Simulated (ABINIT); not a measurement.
# TaSi2 (P1) in ABINIT: single point with PBE

Aim: the single point of TaSi2 with PBE.

Program: ABINIT 10.8.3 (patched build). These are calculated values, not measurements. Logs are shortened: lines on timing, memory, paths and dates and some standing lists are left out, and cuts for length are marked. The log counts tension as positive stress, the text compression.

## (1) The cell of the first run

The typed cell holds 9 atoms: a = 4.784 Å, b = 4.784 Å, c = 6.570 Å, α = 90.00°, β = 90.00°, γ = 120.00°.

## (2) Single point, PBE (atoms moved at random, drawn with an rms of 0.05 Å)

Input file run.abi:

```
# Pseudopotentials
pp_dirpath "./"
pseudos "Ta.GGA_PBE-JTH.xml, Si.GGA_PBE-JTH.xml"

# Structure
acell 3*1.0 Angstrom
rprim
     4.7839000000     0.0000000000     0.0000000000
    -2.3919500000     4.1429789292     0.0000000000
     0.0000000000     0.0000000000     6.5700000000
ntypat 2
znucl 73 14
natom 9
typat 1 1 1 2 2 2 2 2 2
xred
     0.0066210000     0.5055500000     0.3328720000
     0.4983220000     0.5016670000     0.6679230000
     0.5096290000     0.0095680000    -0.0037700000
     0.3115700000     0.1648810000     0.3297430000
     0.1615140000     0.8461990000     0.6597620000
     0.8390600000     0.6845780000    -0.0002490000
     0.6742400000     0.8447060000     0.3329200000
     0.8358060000     0.1475840000     0.6661550000
     0.1694910000     0.3202510000    -0.0021720000
chkprim 0
chksymtnons 0
tolsym 1.0e-6

# Plane-wave basis
ecut 517.016339 eV
pawecutdg 38.0
pawxcdev 0

# k points
kptopt 1
ngkpt 7 7 4
nshiftk 1
shiftk 0.0 0.0 0.0

# Exchange and correlation
ixc 11

# Bands and occupations
nband 38
occopt 3
tsmear 0.00183747

# SCF cycle
nstep 100
tolvrs 1.0e-9

# Output
iomode 3
prtwf 0
prtden 0
prteig 0
prtebands 0
prtvol 2
```

Potentials or basis: JTH PAW PBE v2.0.

On the command line:

```bash
$ mpirun --bind-to none -np 4 abinit run.abi > log 2>&1
```

run.abo:

```text
.Version 10.8.3 of ABINIT
 Symmetries : space group P1 (#  1); Bravais aP (primitive triclinic)
================================================================================
 Values of the parameters that define the memory need of the present run
     intxc =       0    ionmov =       0      iscf =      17    lmnmax =      18
     lnmax =       6     mgfft =      50  mpssoang =       3    mqgrid =    3446
     natom =       9  nloc_mem =       2    nspden =       1   nspinor =       1
    nsppol =       1      nsym =       1    n1xccc =       1    ntypat =       2
    occopt =       3   xclevel =       2
       mpw =        3494          nfft =       64800          nkpt =          99
Pmy_natom=         3
 PAW method is used; the additional fine FFT grid is defined by:
   mgfftf=        72    nfftf =    209952
================================================================================
================================================================================

--------------------------------------------------------------------------------
------------- Echo of variables that govern the present computation ------------
--------------------------------------------------------------------------------
 -outvars: echo values of preprocessed input variables --------
            acell      1.8897261259E+00  1.8897261259E+00  1.8897261259E+00 Bohr
              amu      1.80947900E+02  2.80855000E+01
          chkprim           0
      chksymtnons           0
             ecut      1.90000000E+01 Hartree
              ixc          11
         kptrlatt        7    0    0      0    7    0      0    0    4
          kptrlen      4.96620026E+01
            natom           9
            nband          38
            ngfft          36      36      50
          ngfftdg          54      54      72
             nkpt          99
            nstep         100
             nsym           1
           ntypat           2
           occopt           3
        pawecutdg      3.80000000E+01 Hartree
         pawxcdev           0
           prtden           0
        prtebands           0
           prteig           0
           prtvol           2
            prtwf           0
            rprim      4.7839000000E+00  0.0000000000E+00  0.0000000000E+00
                      -2.3919500000E+00  4.1429789292E+00  0.0000000000E+00
                       0.0000000000E+00  0.0000000000E+00  6.5700000000E+00
          spgroup           1
           tolsym      1.00000000E-06
           tolvrs      1.00000000E-09
           tsmear      1.83747000E-03 Hartree
            typat      1  1  1  2  2  2  2  2  2
           useylm           1
           xangst     -1.1775761206E+00  2.0944829977E+00  2.1869690400E+00
                       1.1839602351E+00  2.0783958105E+00  4.3882541100E+00
                       2.4151279955E+00  3.9640022395E-02 -2.4768900000E-02
                       1.0961326150E+00  6.8309850883E-01  2.1664115100E+00
                      -1.2513988734E+00  3.5057846269E+00  4.3346363400E+00
                       2.3765027869E+00  2.8361922294E+00 -1.6359300000E-03
                       1.2050022193E+00  3.4995991594E+00  2.1872844000E+00
                       3.6453987746E+00  6.1143740229E-01  4.3766383500E+00
                       4.4803615450E-02  1.3267931451E+00 -1.4270040000E-02
            xcart     -2.2252963603E+00  3.9579992409E+00  4.1327725314E+00
                       2.2373605884E+00  3.9275988630E+00  8.2925984388E+00
                       4.5639304705E+00  7.4908785951E-02 -4.6806437440E-02
                       2.0713904401E+00  1.2908690987E+00  4.0939244299E+00
                      -2.3648011451E+00  6.6249728013E+00  8.1912755380E+00
                       4.4909394047E+00  5.3596265540E+00 -3.0914596612E-03
                       2.2771241756E+00  6.6132839617E+00  4.1333684755E+00
                       6.8888053037E+00  1.1554492335E+00  8.2706478336E+00
                       8.4666562651E-02  2.5072756699E+00 -2.6966467406E-02
             xred      6.6210000000E-03  5.0555000000E-01  3.3287200000E-01
                       4.9832200000E-01  5.0166700000E-01  6.6792300000E-01
                       5.0962900000E-01  9.5680000000E-03 -3.7700000000E-03
                       3.1157000000E-01  1.6488100000E-01  3.2974300000E-01
                       1.6151400000E-01  8.4619900000E-01  6.5976200000E-01
                       8.3906000000E-01  6.8457800000E-01 -2.4900000000E-04
                       6.7424000000E-01  8.4470600000E-01  3.3292000000E-01
                       8.3580600000E-01  1.4758400000E-01  6.6615500000E-01
                       1.6949100000E-01  3.2025100000E-01 -2.1720000000E-03
[... 820 lines left out ...]
 Eigenvalues (hartree) for nkpt=  99  k points:
 kpt#   1, nband= 38, wtk=  0.00510, kpt=  0.0000  0.0000  0.0000 (reduced coord)
  -2.22931   -2.22878   -2.22870   -1.00423   -1.00368   -1.00326   -1.00171   -1.00122
  -0.99792   -0.99778   -0.99751   -0.99743   -0.23354   -0.11338   -0.10933    0.01707
   0.03680    0.04139    0.04302    0.04715    0.08225    0.11572    0.11807    0.13287
   0.16153    0.16224    0.16660    0.16947    0.17147    0.18009    0.18119    0.20599
   0.28732    0.36729    0.36921    0.38555    0.38946    0.38996
      occupation numbers for kpt#   1
   2.00000    2.00000    2.00000    2.00000    2.00000    2.00000    2.00000    2.00000
   2.00000    2.00000    2.00000    2.00000    2.00000    2.00000    2.00000    2.00000
   2.00000    2.00000    2.00000    2.00000    2.00000    2.00000    2.00000    2.00000
   2.00000    2.00000    2.00000    2.00000    2.00000    2.00000    2.00000    2.00000
   0.00000    0.00000    0.00000    0.00000    0.00000    0.00000
 kpt#   2, nband= 38, wtk=  0.01020, kpt=  0.1429  0.0000  0.0000 (reduced coord)
  -2.22929   -2.22879   -2.22870   -1.00480   -1.00351   -1.00314   -1.00155   -1.00127
  -0.99804   -0.99790   -0.99773   -0.99696   -0.22628   -0.10775   -0.10472   -0.02535
   0.00578    0.03745    0.05603    0.07725    0.09178    0.11935    0.13341    0.13932
   0.14196    0.15356    0.16617    0.17106    0.17880    0.18350    0.19175    0.20239
[... 1156 lines left out ...]
   2.00000    2.00000    2.00000    2.00000    2.00000    2.00000    2.00000    2.00000
   2.00000    2.00000    2.00000    2.00000    2.00000    2.00000    2.00000    0.11630
   0.00000    0.00000    0.00000    0.00000    0.00000    0.00000
 kpt#  99, nband= 38, wtk=  0.01020, kpt= -0.1429  0.4286  0.5000 (reduced coord)
  -2.22913   -2.22894   -2.22871   -1.00558   -1.00431   -1.00339   -1.00150   -0.99988
  -0.99897   -0.99788   -0.99755   -0.99643   -0.15683   -0.15504   -0.08137   -0.06010
  -0.03594   -0.00295    0.04972    0.06315    0.08780    0.11742    0.13718    0.15388
   0.15904    0.16413    0.17155    0.18026    0.19564    0.20635    0.22151    0.26401
   0.30079    0.32161    0.32793    0.33533    0.35212    0.36584
      occupation numbers for kpt#  99
   2.00000    2.00000    2.00000    2.00000    2.00000    2.00000    2.00000    2.00000
   2.00000    2.00000    2.00000    2.00000    2.00000    2.00000    2.00000    2.00000
   2.00000    2.00000    2.00000    2.00000    2.00000    2.00000    2.00000    2.00000
   2.00000    2.00000    2.00000    2.00000    2.00000    2.00000    2.00000    0.13321
   0.00000    0.00000    0.00000    0.00000    0.00000    0.00000
 Total charge density [el/Bohr^3]
)     Maximum=    1.0952E+00  at reduced coord.    0.5000    0.5000    0.6667
)Next maximum=    1.0935E+00  at reduced coord.    0.0000    0.5000    0.3333
)     Minimum=   -2.8105E-02  at reduced coord.    0.8333    0.1481    0.6667
)Next minimum=   -2.7809E-02  at reduced coord.    0.8333    0.6852    0.0000
   Integrated=    6.3000E+01

--- !EnergyTerms
iteration_state     : {dtset: 1, }
comment             : Components of total free energy in Hartree
kinetic             :  2.78339645601917E+01
hartree             :  3.55183256306160E+01
xc                  : -3.92496192606193E+01
Ewald energy        : -1.64084924165610E+02
psp_core            :  1.85774671322503E+01
local_psp           : -4.16538676509343E+01
PAW spherical_terms : -3.79259094371761E+01
internal            : -2.00984563191282E+02
'-kT*entropy'       : -9.51747809429393E-04
total_energy        : -2.00985514939091E+02
total_energy_eV     : -5.46909447685499E+03
...

--- !EnergyTermsDC
iteration_state     : {dtset: 1, }
comment             : '"Double-counting" decomposition of free energy'
band_energy         : -2.83013402339248E+01
Ewald energy        : -1.64084924165610E+02
psp_core            :  1.85774671322503E+01
xc_dc               : -5.19366107002660E+01
PAW spherical_terms :  2.47608449839749E+01
internal            : -2.00984562983575E+02
'-kT*entropy'       : -9.51747809429393E-04
total_energy_dc     : -2.00985514731385E+02
total_energy_dc_eV  : -5.46909447120302E+03
...

--- !EnergyTermsWithPAWCore
iteration_state     : {dtset: 1, }
comment             : 'Components of total free energy, including PAW core contributions'
Total energy        : -4.85551169867892E+04
Total energy DC     : -4.85551169865815E+04
Total energy (eV)   : -1.32125204254632E+06
Total energy DC (eV): -1.32125204254066E+06
...

 Cartesian components of stress tensor (hartree/bohr^3)
  sigma(1 1)= -7.67891568E-05  sigma(3 2)=  3.39050696E-06
  sigma(2 2)= -8.07108645E-05  sigma(3 1)=  1.03216557E-05
  sigma(3 3)= -1.15445781E-04  sigma(2 1)=  6.85777739E-06

-Cartesian components of stress tensor (GPa)         [Pressure=  2.6768E+00 GPa]
- sigma(1 1)= -2.25921499E+00  sigma(3 2)=  9.97521586E-02
- sigma(2 2)= -2.37459562E+00  sigma(3 1)=  3.03673595E-01
- sigma(3 3)= -3.39653214E+00  sigma(2 1)=  2.01762777E-01

== END DATASET(S) ==============================================================
================================================================================

 -outvars: echo values of variables after computation  --------
            acell      1.8897261259E+00  1.8897261259E+00  1.8897261259E+00 Bohr
           etotal     -2.0098551473E+02
            fcart     -9.0022291797E-03 -5.3193964700E-03 -3.7726176547E-03
                       5.4413074843E-03  1.0748200493E-04 -1.0717074758E-02
                      -9.5256550478E-03 -7.9856059906E-03  7.0618763046E-03
                       8.5355887646E-03 -1.3643529548E-03  8.2751189642E-04
                       8.1068722291E-04 -2.2401439250E-03  9.4298765678E-03
                       7.5365961076E-03  1.3483471206E-03  3.7658765894E-04
                       5.3329377203E-03 -6.0947711756E-04 -7.0470366703E-04
                       1.4308820993E-03  1.3571388743E-02 -5.3163429604E-03
                      -1.0560115171E-02  2.4917585892E-03  2.8148866120E-03
            rprim      4.7839000000E+00  0.0000000000E+00  0.0000000000E+00
                      -2.3919500000E+00  4.1429789292E+00  0.0000000000E+00
                       0.0000000000E+00  0.0000000000E+00  6.5700000000E+00
           strten     -7.6789156758E-05 -8.0710864467E-05 -1.1544578092E-04
                       3.3905069585E-06  1.0321655708E-05  6.8577773904E-06
           xangst     -1.1775761206E+00  2.0944829977E+00  2.1869690400E+00
                       1.1839602351E+00  2.0783958105E+00  4.3882541100E+00
                       2.4151279955E+00  3.9640022395E-02 -2.4768900000E-02
                       1.0961326150E+00  6.8309850883E-01  2.1664115100E+00
                      -1.2513988734E+00  3.5057846269E+00  4.3346363400E+00
                       2.3765027869E+00  2.8361922294E+00 -1.6359300000E-03
                       1.2050022193E+00  3.4995991594E+00  2.1872844000E+00
                       3.6453987746E+00  6.1143740229E-01  4.3766383500E+00
                       4.4803615450E-02  1.3267931451E+00 -1.4270040000E-02
             xred      6.6210000000E-03  5.0555000000E-01  3.3287200000E-01
                       4.9832200000E-01  5.0166700000E-01  6.6792300000E-01
                       5.0962900000E-01  9.5680000000E-03 -3.7700000000E-03
                       3.1157000000E-01  1.6488100000E-01  3.2974300000E-01
                       1.6151400000E-01  8.4619900000E-01  6.5976200000E-01
                       8.3906000000E-01  6.8457800000E-01 -2.4900000000E-04
                       6.7424000000E-01  8.4470600000E-01  3.3292000000E-01
                       8.3580600000E-01  1.4758400000E-01  6.6615500000E-01
                       1.6949100000E-01  3.2025100000E-01 -2.1720000000E-03
 Calculation completed.
```

It took 6 min on 4 MPI ranks of Arm Neoverse V2, shared host; peak memory 0.88 GiB.

Results:

```
Free energy                                           : -5469.0945 eV
Pressure                                              : 2.7 GPa
Largest force                                         : 0.753 eV/Å
Band gap on the k mesh                                : none (metal or under the smearing width)
Valence electrons inside the program's atomic spheres : Ta 10.69, 10.71, 10.70; Si 1.54, 1.55
```

Forces in eV/Å, atoms in the order of the input:
```
Ta  -0.463 -0.274 -0.194
Ta   0.280  0.006 -0.551
Ta  -0.490 -0.411  0.363
Si   0.439 -0.070  0.043
Si   0.042 -0.115  0.485
Si   0.388  0.069  0.019
Si   0.274 -0.031 -0.036
Si   0.074  0.698 -0.273
Si  -0.543  0.128  0.145
```

Levels at points of the mesh, in eV from the Fermi level:
```
           k point  band 30  band 31  band 32  band 33  band 34  band 35
(0.00, 0.00, 0.00)    -2.15    -2.12    -1.45     0.77     2.94     2.99
(0.00, 0.00, 0.50)    -1.76    -1.74     1.14     1.16     2.49     2.66
```

Spin-orbit coupling is left out, which matters for the levels of Ta.
